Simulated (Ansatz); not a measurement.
Write the native input for Ansatz 0.2.0 that does the following.

| Item | Value |
| --- | --- |
| Task | single point |
| Functional | PBE |
| Potentials or basis | all-electron LAPW, scalar-relativistic |
| Cutoff | 298 eV (chosen from the basis error) |
| Basis error allowed | 0.001 eV/atom |
| k mesh | 9 × 9 × 9 |
| Occupations | fermi-dirac, width 0.05 eV |
| Spin | no spin polarisation |

ZnS:

```
Zn S
1.0
     0.00000    2.70200    2.70200
     2.70200    0.00000    2.70200
     2.70200    2.70200    0.00000
Zn S
1 1
Direct
  0.73972 0.74373 0.74780
  0.99096 0.01185 0.98815
```

The cell isn't the ideal one: atoms moved at random, drawn with an rms of 0.05 Å.

These files were run (other wordings do the same):

input.yaml

```yaml
crystal:
  lattice:
    - [0.0, 2.702, 2.702]
    - [2.702, 0.0, 2.702]
    - [2.702, 2.702, 0.0]
  atoms:
    - { symbol: Zn, position: [0.739719, 0.743732, 0.747796] }
    - { symbol: S, position: [-0.009039, 0.011854, -0.011851] }
kpoints:
  mp_grid: { grid: [9, 9, 9] }
scf:
  occupations: { method: fermi_dirac, width: 0.05 }
hamiltonian:
  xc: pbe
  pseudopotentials: { kind: all_electron, lapw: { basis_error: 0.001 } }
output:
  forces: true
  stress: true
  eigenvalues: true
  populations: true
```

Potentials or basis: all-electron LAPW, scalar-relativistic.

The run is started by

```console
$ ansatz run input.yaml --threads 1 --pin off --max-ram 3072MiB --backend cpu --events-out ev --progress --plain --runs-dir out
```

Results of the run:

* Pressure: 1.7 GPa
* Largest force: 0.389 eV/Å
* Band gap on the k mesh: 2.07 eV, direct
* Loewdin charges: Zn +1.28; S -1.06 e

Caveat: the atomic charges don't sum to the cell's charge.

It took 110 s on 1 thread of AMD EPYC 7R13 Processor (Zen 3) (shared host), peak memory 0.85 GiB.
